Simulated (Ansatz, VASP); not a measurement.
**Au: VASP beside Ansatz**

File INCAR:

```
PREC = Accurate
ENCUT = 520
EDIFF = 1E-6
ISMEAR = -1
SIGMA = 0.1
LREAL = False
LASPH = True
NELM = 80
ALGO = Normal
ISIF = 2
LWAVE = False
LCHARG = True
GGA = PE
LELF = True
LVHAR = True
NBANDS = 12
```

KPOINTS

```
Automatic mesh
0
Gamma
  6 6 6
```

File POSCAR:

```
Au
1.0
    0.0000000000      2.0782552709      2.0782552709
    2.0782552709      0.0000000000      2.0782552709
    2.0782552709      2.0782552709      0.0000000000
Au
1
Direct
    0.0000000000      0.0000000000      0.0000000000
```

Input for Ansatz:

```yaml
crystal:
  lattice:
    - [0.0, 2.0782552709, 2.0782552709]
    - [2.0782552709, 0.0, 2.0782552709]
    - [2.0782552709, 2.0782552709, 0.0]
  atoms:
    - { symbol: Au, position: [0.0, 0.0, 0.0] }
hamiltonian:
  xc: pbe
  pseudopotentials:
    kind: paw
    azcp:
      Au: "pseudopotentials/Au.paw.azcp"
basis:
  ecutwfc: 420
  fft_grid_basis: typed
kpoints:
  mp_grid: { grid: [6, 6, 6], shift: [0, 0, 0] }
magnetization:
  spin_polarized: false
scf:
  occupations: { method: fermi_dirac, width: 0.1 }
  lower_state_search: "off"
output:
  stress: true
```

Alike in both runs: task single point; functional PBE; k mesh 6 × 6 × 6; occupations fermi-dirac, width 0.1 eV; no spin polarisation.

```csv
,VASP,Ansatz
version,VASP 6.6.1,Ansatz 0.2.0
potentials or method,"VASP PAW PBE potentials, release 64 (Au)","plane waves (420 eV) with PAW, scalar-relativistic"
plane-wave cutoff (eV),520,420
valence electrons in the cell,11,19
```

```csv
,VASP,Ansatz,Ansatz less VASP
pressure (GPa),0.9,1.1,+0.26
```

The two sets of potentials don't hold the same shells in valence.

Caveats: the k mesh is coarse (spacing up to 0.44 Å⁻¹), so the values aren't converged. Spin-orbit coupling is left out, which matters for the levels of Au.
